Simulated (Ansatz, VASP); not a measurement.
## Ru in VASP and in Ansatz

The input INCAR:

```
PREC = Accurate
ENCUT = 600
EDIFF = 1E-6
ISMEAR = 0
SIGMA = 0.1
LREAL = False
LASPH = True
NELM = 100
ALGO = Normal
ISIF = 3
LWAVE = False
LCHARG = False
IBRION = 2
NSW = 100
EDIFFG = -0.05
```

The input KPOINTS:

```
regular mesh
0
Gamma
  9 9 6
```

Contents of POSCAR:

```
Ru
1.0
    2.7058000000      0.0000000000      0.0000000000
   -1.3529000000      2.3432915376      0.0000000000
    0.0000000000      0.0000000000      4.2819000000
Ru
2
Direct
    0.3333333333      0.6666666667      0.2500000000
    0.6666666667      0.3333333333      0.7500000000
```

Input for Ansatz:

```yaml
crystal:
  lattice:
    - [2.7058, 0.0, 0.0]
    - [-1.3529, 2.3432915376, 0.0]
    - [0.0, 0.0, 4.2819]
  atoms:
    - { symbol: Ru, position: [0.3333333333, 0.6666666667, 0.25] }
    - { symbol: Ru, position: [0.6666666667, 0.3333333333, 0.75] }
basis:
  ecutwfc: 420
kpoints:
  mp_grid: { grid: [9, 9, 6] }
hamiltonian:
  xc: lda
scf:
  occupations: { method: gaussian, width: 0.1 }
output:
  forces: true
  stress: true
  eigenvalues: true
relax:
  adjacent_minimum: "off"
  f_tol: 0.05
  max_steps: 80
  cell: { stress_tol: 0.5 }
```

Alike in both runs: task relaxation of cell and atoms; functional LDA; k mesh 9 × 9 × 6; occupations gaussian, width 0.1 eV; no spin polarisation.

```csv
,VASP,Ansatz
version,VASP 6.6.1,Ansatz 0.2.0
potentials or method,"VASP PAW LDA potentials, release 64 (Ru_pv)","scalar-relativistic, plane waves, PAW"
plane-wave cutoff (eV),600,420
valence electrons in the cell,28,32
```

```tsv
	VASP	Ansatz	Ansatz less VASP
gap on the k mesh at the Fermi level, each at its own relaxed structure (eV)	none	none	-
relaxed volume (Å³/atom)	13.12	13.08	-0.038
relaxed cell length with the largest relative difference (Å)	2.676	2.673	-0.0031
energy change over the relaxation (meV/atom)	-17	-20	-2.7
```

A gap of «none» marks a metal or a gap that the smearing closes. The two sets of potentials don't hold the same shells in valence.

 Zero-point motion and thermal expansion aren't in these numbers. LDA usually gives volumes a few per cent too small.
